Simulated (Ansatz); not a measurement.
**Elastic constants of GeSb4Te4: input and output**

Method: DFT PBEsol, scalar-relativistic, plane waves, PAW in Ansatz.

Launched with:
```bash
ansatz run input.yaml --threads 4 --pin off --max-ram 12288MiB --backend cpu --events-out ev --progress --plain --runs-dir out
```

Input (bare energies are in eV):
```yaml
crystal:
  lattice:
    - [4.2665535717, 0.0, 0.0]
    - [-2.1332767858, 3.6949437797, 0.0]
    - [0.0, 0.0, 16.9795349163]
  atoms:
    - { symbol: Ge, position: [0.0, 0.0, 0.0] }
    - { symbol: Sb, position: [0.3333333333, 0.6666666667, 0.5459032638] }
    - { symbol: Sb, position: [0.6666666667, 0.3333333333, 0.4540967362] }
    - { symbol: Sb, position: [0.6666666667, 0.3333333333, 0.7872065439] }
    - { symbol: Sb, position: [0.3333333333, 0.6666666667, 0.2127934561] }
    - { symbol: Te, position: [0.3333333333, 0.6666666667, 0.9031061649] }
    - { symbol: Te, position: [0.6666666667, 0.3333333333, 0.0968938351] }
    - { symbol: Te, position: [0.0, 0.0, 0.6861547845] }
    - { symbol: Te, position: [0.0, 0.0, 0.3138452155] }
basis:
  ecutwfc: 420
kpoints:
  mp_grid: { grid: [12, 12, 2] }
hamiltonian:
  xc: pbesol
scf:
  occupations: { method: fermi_dirac, width: 0.15 }
output:
  forces: true
  stress: true
  eigenvalues: true
elastic:
  mode: clamped_ion
  amplitude: 0.005
  stencil: two_point
```

From the output:
```
--- Elastic constants: 3 strain directions × 2 members + reference (group order 12) ---
  dense FFT box of the reference and of every strained cell: 30×30×120
  strains applied: 11, 33, 23; error gains: componentwise 1.00 (the most a stress slope's error grows in a printed constant), spectral 1.41 (1 for all six strains in a standard setting)
  C = ∂σ_k/∂η_j (tension-positive GPa; Voigt order 11 22 33 23 13 12):
        93.057     29.559     45.906     26.727      0.000      0.000
        29.559     93.057     45.906    -26.727     -0.000      0.000
        45.900     45.900     79.460     -0.000     -0.000      0.000
        26.728    -26.728     -0.000     56.858     -0.000     -0.000
         0.000     -0.000      0.000     -0.000     56.858     26.728
         0.000     -0.000     -0.000     -0.000     26.727     31.749
  reference stress σ⁰ (GPa):     -0.001     -0.001     -0.001      0.000      0.000     -0.000
  C* (energy form; C + prestress term) asymmetry max|C*_kj − C*_jk| = 5.860e-3 GPa — a small one proves nothing (zero by symmetry where the batch's group is 432, −43m or m−3m); a large one is finite-difference/SCF noise where every solve ...
  moduli (Voigt/Reuss/Hill, GPa): K = 56.48/56.46/56.47   G = 38.71/22.35/30.53   E = 77.60   ν = 0.271
  mechanically stable: yes (min eigenvalue of sym C = 14.77 GPa)
  strain η (Voigt 11):  stress-route row diagonal C_11 = 93.06 GPa, energy-path curvature d²(F+E_count+ΔE)/dδ²/Ω₀ = 93.05 GPa
         δ    σ_11 (GPa) F (eV) n_scf n_hpsi n_pw
    -5.000e-3      -0.4726      -57492.6914971      14  185363   5237
     5.000e-3       0.4580      -57492.6915401      10  121378   5291
  strain η (Voigt 33):  stress-route row diagonal C_33 = 79.46 GPa, energy-path curvature d²(F+E_count+ΔE)/dδ²/Ω₀ = 79.46 GPa
         δ    σ_33 (GPa) F (eV) n_scf n_hpsi n_pw
    -5.000e-3      -0.4020      -57492.6917951      14   81153   5253
     5.000e-3       0.3926      -57492.6918212      10   54325   5301
  strain η (Voigt 23):  stress-route row diagonal C_44 = 56.86 GPa, energy-path curvature d²(F+E_count+ΔE)/dδ²/Ω₀ = 56.86 GPa
         δ    σ_23 (GPa) F (eV) n_scf n_hpsi n_pw
    -5.000e-3      -0.2825      -57492.6922825      11  150671   5265
     5.000e-3       0.2861      -57492.6922714      10  118943   5265
```

The run took 3.1 min on 4 threads of Intel(R) Xeon(R) Platinum 8375C CPU @ 2.90GHz (Ice Lake), on a shared host, peak memory 2.1 GiB.

Without a gap, frequencies and elastic constants depend on the k mesh and the smearing, soft modes and shear constants most.

The least eigenvalue is 14.8 GPa; in a metal on this mesh the verdict on stability isn't firm within about 20 GPa or a tenth of the bulk modulus.

Clamped-ion constants are upper bounds: once the atoms relax, a strain can turn out softer or unstable.

The bands only touch here, so at this level the crystal is a zero-gap semiconductor or semimetal, not an ordinary metal; spin–orbit coupling, left out, can open or move such a gap.